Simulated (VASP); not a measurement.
# Re (Fm-3m) in VASP: notebook, part 2 of 2

VASP 6.6.1. Earlier steps stand in the parts before.

### Step 5. Relaxation of cell and atoms, PBE

Input file INCAR:

```
SYSTEM = Re
ALGO     = Fast           ! electronic algorithm
EDIFF    = 1E-6           ! SCF threshold, eV
EDIFFG   = -0.005         ! ionic threshold
ENCUT    = 600            ! plane-wave cutoff, eV
GGA      = PE             ! functional
IBRION   = 2              ! ionic algorithm
ISIF     = 3              ! what is computed and relaxed
ISMEAR   = 0              ! smearing method
LASPH    = .True.         ! aspherical terms in the spheres
LCHARG   = .False.        ! write CHGCAR
LREAL    = .False.        ! projectors in reciprocal space
LWAVE    = .False.        ! write WAVECAR
NELM     = 80             ! most SCF steps
NSW      = 100            ! ionic steps
PREC     = Accurate       ! precision mode
SIGMA    = 0.1            ! smearing width, eV
```

Input file KPOINTS:

```
k-points
0
Gamma
  18 18 18
  0 0 0
```

Input file POSCAR:

```
Re
1.0
    0.0000000000      1.9566279040      1.9566279040
    1.9566279040      0.0000000000      1.9566279040
    1.9566279040      1.9566279040      0.0000000000
Re
1
Direct
    0.0000000000      0.0000000000      0.0000000000
```

Potentials or basis: VASP PAW PBE potentials, release 64 (Re).

The run is started by

```console
$ cat potpaw_PBE.64/Re/POTCAR > POTCAR
$ mpirun -np 1 vasp_std > vasp.out
```

OUTCAR:

```text
SYSTEM = Re
   EDIFF = 1E-6
   EDIFFG = -0.005
   ENCUT = 600
   GGA = PE
   IBRION = 2
   ISIF = 3
   ISMEAR = 0
   LASPH = .True.
   LREAL = .False.
   NELM = 80
   NSW = 100
   PREC = Accurate

 ion  position               nearest neighbor table
   1  0.000  0.000  0.000-

  LATTYP: Found a face centered cubic cell.
 ALAT       =     3.9132558080

  Lattice vectors:

 A1 = (   0.0000000000,   1.9566279040,   1.9566279040)
 A2 = (   1.9566279040,   0.0000000000,   1.9566279040)
 A3 = (   1.9566279040,   1.9566279040,   0.0000000000)

Analysis of symmetry for initial positions (statically):
=====================================================================
 Subroutine PRICEL returns:
 Original cell was already a primitive cell.

 Routine SETGRP: Setting up the symmetry group for a
 face centered cubic supercell.

 Subroutine GETGRP returns: Found 48 space group operations
 (whereof 48 operations were pure point group operations)
 out of a pool of 48 trial point group operations.

The static configuration has the point symmetry O_h .

Analysis of symmetry for dynamics (positions and initial velocities):
=====================================================================
 Subroutine PRICEL returns:
 Original cell was already a primitive cell.

 Routine SETGRP: Setting up the symmetry group for a
 face centered cubic supercell.

 Subroutine GETGRP returns: Found 48 space group operations
 (whereof 48 operations were pure point group operations)
 out of a pool of 48 trial point group operations.

The dynamic configuration has the point symmetry O_h .

 Subroutine INISYM returns: Found 48 space group operations
 (whereof 48 operations are pure point group operations),
 and found     1 'primitive' translations

----------------------------------------------------------------------------------------

                                     Primitive cell

[... 125 lines left out ...]
 maximum number of plane-waves:       531
 NGX is ok and might be reduce to    24
   NGX = 11   NGY = 11   NGZ = 11

--------------------------------------- Ionic step        1  -------------------------------------------

 number of electron       7.0000001 magnetization

 Free energy of the ion-electron system (eV)
  ---------------------------------------------------
  ext. energy  EPLUGINS =         0.00000000
  ---------------------------------------------------
  free energy    TOTEN  =       -12.36438936 eV

  energy without entropy =      -12.35996745  energy(sigma->0) =      -12.36217841

------------------------ aborting loop because EDIFF is reached ----------------------------------------

  FORCE on cell =-STRESS in cart. coord.  units (eV):
  Direction    XX          YY          ZZ          XY          YZ          ZX
  --------------------------------------------------------------------------------------
  -------------------------------------------------------------------------------------
  Total        0.0123750      0.0123750      0.0123750     -0.0000000     -0.0000000      0.0000000
  in kB        1.3234272      1.3234272      1.3234272     -0.0000000     -0.0000000      0.0000000
  external PRESSURE =       1.3234272 kB  Pullay stress =       0.0000000 kB
[... 197 lines left out ...]
--------------------------------------- Ionic step        7  -------------------------------------------

 number of electron       7.0000001 magnetization

 Free energy of the ion-electron system (eV)
  ---------------------------------------------------
  ext. energy  EPLUGINS =         0.00000000
  ---------------------------------------------------
  free energy    TOTEN  =       -12.36439046 eV

  energy without entropy =      -12.35996457  energy(sigma->0) =      -12.36217751

 E-fermi :   7.9135     XC(G=0): -13.6299

 val. band max:        7.8915409519   @ k =   0.4444   0.2222   0.0000
 cond. band min:       7.9347794102   @ k =   0.4444   0.3889   0.0556
 fundamental gap:      0.0432384584
 Fermi energy:         7.9134659498

 k-point     1 :       0.0000    0.0000    0.0000
  band No.  band energies     occupation
      1      -2.0777      2.00000
      2       6.0554      2.00000
      3       6.0554      2.00000
      4       6.0554      2.00000
      5       9.1550      0.00000
      6       9.1550      0.00000
      7      21.8197      0.00000
[... 221 lines left out ...]
 k-point    24 :      -0.2222    0.0556    0.0000
  band No.  band energies     occupation
      1       0.1976      2.00000
      2       5.1091      2.00000
      3       6.5057      2.00000
      4       6.6377      2.00000
      5       8.7390      0.00000
      6       9.7594      0.00000
      7      22.1566      0.00000

 [... further k-points ...]

------------------------ aborting loop because EDIFF is reached ----------------------------------------

  FORCE on cell =-STRESS in cart. coord.  units (eV):
  Direction    XX          YY          ZZ          XY          YZ          ZX
  --------------------------------------------------------------------------------------
  -------------------------------------------------------------------------------------
  Total       -0.0035109     -0.0035109     -0.0035109     -0.0000000      0.0000000     -0.0000000
  in kB       -0.3752709     -0.3752709     -0.3752709     -0.0000000      0.0000000     -0.0000000
  external PRESSURE =      -0.3752709 kB  Pullay stress =       0.0000000 kB
[... 16 lines left out ...]
  FREE ENERGIE OF THE ION-ELECTRON SYSTEM (eV)
  ---------------------------------------------------
  free  energy   TOTEN  =       -12.3643904553 eV

  energy  without entropy=      -12.3599645676  energy(sigma->0) =      -12.36217751

 reached required accuracy - stopping structural energy minimisation
```

CONTCAR:

```text
Re
   1.00000000000000
    -0.0000000000000000    1.9569684438320609    1.9569684438320609
     1.9569684438320609   -0.0000000000000000    1.9569684438320609
     1.9569684438320609    1.9569684438320609    0.0000000000000000
  Re
     1
Direct
     0.0000000000000000    0.0000000000000000    0.0000000000000000

  0.00000000E+00  0.00000000E+00  0.00000000E+00
```

It took 33 s on 1 thread of Intel Xeon Platinum 8488C (Sapphire Rapids), shared host; peak memory 0.16 GiB.

Results:

- Free energy: -12.3644 eV
- Relaxed volume: 14.99 Å³/atom
- Relaxed cell: a = 2.768 Å, b = 2.768 Å, c = 2.768 Å, α = 60.00°, β = 60.00°, γ = 60.00°
- Space group after relaxing (to 0.05 Å): Fm-3m (No. 225)
- Energy gained by relaxing: 0.0 meV/atom
- Ionic steps: 7
- Pressure after relaxing: 0.0 GPa
- Band gap on the k mesh: none (metal or under the smearing width)

Final structure:
```xyz
1
Lattice="0.0000 1.9570 1.9570 1.9570 0.0000 1.9570 1.9570 1.9570 0.0000" Properties=species:S:1:pos:R:3 pbc="T T T"
Re    0.0000    0.0000    0.0000
```

Spin-orbit coupling is left out, which matters for the levels of Re.

### Step 6. The runs side by side

| task | cell | k mesh | cutoff (eV) | smearing | gap on the mesh (eV) | pressure (GPa) |
| --- | --- | --- | --- | --- | --- | --- |
| single point | Fm-3m, 15.01 Å³/atom | 10 × 10 × 10 | 520 | gaussian 0.15 eV | none | -0.8 |
| single point | Fm-3m, 15.01 Å³/atom | 18 × 18 × 18 | 520 | gaussian 0.1 eV | none | -0.6 |
| relaxation of cell and atoms | relaxed | 18 × 18 × 18 | 600 | gaussian 0.1 eV | none | 0.0 |

Alike in all rows: level PBE; potentials or basis VASP PAW PBE potentials, release 64 (Re); no spin polarisation.

Total energies depend on the potentials used, so only differences within one code and one set of settings carry meaning.
